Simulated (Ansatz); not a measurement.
Geometry optimisation in Ansatz: input, command and trajectory.

```yaml
crystal:
  lattice:
    - [2.4991206828, 0.0, 0.0]
    - [-1.2495603414, 2.1643019984, 0.0]
    - [0.0, 0.0, 4.1603529925]
  atoms:
    - { symbol: C, position: [0.6666666667, 0.3333333333, 0.0627605541] }
    - { symbol: C, position: [0.3333333333, 0.6666666667, 0.5627605541] }
    - { symbol: C, position: [0.6666666667, 0.3333333333, 0.4372394459] }
    - { symbol: C, position: [0.3333333333, 0.6666666667, 0.9372394459] }
basis:
  ecutwfc: 420
kpoints:
  mp_grid: { grid: [12, 12, 6] }
hamiltonian:
  xc: pbesol
scf:
  occupations: { method: gaussian, width: 0.02 }
output:
  forces: true
  stress: true
  eigenvalues: true
relax:
  adjacent_minimum: "off"
  f_tol: 0.01
  max_steps: 60
  cell: { stress_tol: 0.1 }
```

```bash
ansatz run input.yaml --threads 1 --pin off --max-ram 2560MiB --backend cpu --events-out ev --progress --plain --runs-dir out
```

All numbers below come from DFT PBEsol, scalar-relativistic, plane waves, PAW (Ansatz).

Of 4 frames 3 are shown, positions in Å and forces in eV/Å; the SCF threshold varies from step to step. Steps run on the plane waves of an earlier cell, with a Pulay correction in the pressure. The basis is chosen afresh for the last frame, the zero of the energies, and at times for earlier ones too; energy and pressure step there, also at an unchanged geometry.

```xyz
4
Lattice="2.4991 0.0000 0.0000 -1.2496 2.1643 0.0000 0.0000 0.0000 4.1604" Properties=species:S:1:pos:R:3:forces:R:3 pbc="T T T" step=1 free_energy_over_end_meV_per_atom=0.01 pressure_GPa=-0.05
C     1.2496    0.7214    0.2611    0.0000    0.0000    0.0120
C     0.0000    1.4429    2.3413    0.0000    0.0000    0.0120
C     1.2496    0.7214    1.8191    0.0000    0.0000   -0.0120
C     0.0000    1.4429    3.8992    0.0000    0.0000   -0.0120
4
Lattice="2.4988 0.0000 0.0000 -1.2494 2.1640 0.0000 0.0000 0.0000 4.1613" Properties=species:S:1:pos:R:3:forces:R:3 pbc="T T T" step=2 free_energy_over_end_meV_per_atom=0.01 pressure_GPa=-0.02
C     1.2494    0.7213    0.2613    0.0000    0.0000   -0.0008
C     0.0000    1.4427    2.3420    0.0000    0.0000   -0.0008
C     1.2494    0.7213    1.8193    0.0000    0.0000    0.0008
C     0.0000    1.4427    3.8999    0.0000    0.0000    0.0008
4
Lattice="2.4989 0.0000 0.0000 -1.2494 2.1641 0.0000 0.0000 0.0000 4.1609" Properties=species:S:1:pos:R:3:forces:R:3 pbc="T T T" step=4 free_energy_over_end_meV_per_atom=0.00 pressure_GPa=-0.02
C     1.2494    0.7214    0.2613    0.0000    0.0000    0.0027
C     0.0000    1.4427    2.3417    0.0000    0.0000    0.0027
C     1.2494    0.7214    1.8192    0.0000    0.0000   -0.0027
C     0.0000    1.4427    3.8996    0.0000    0.0000   -0.0027
```

It took 6.9 s on 1 thread of Intel(R) Xeon(R) Platinum 8175M CPU @ 2.50GHz (Skylake/Cascade Lake), with other jobs on the host, peak memory 0.36 GiB.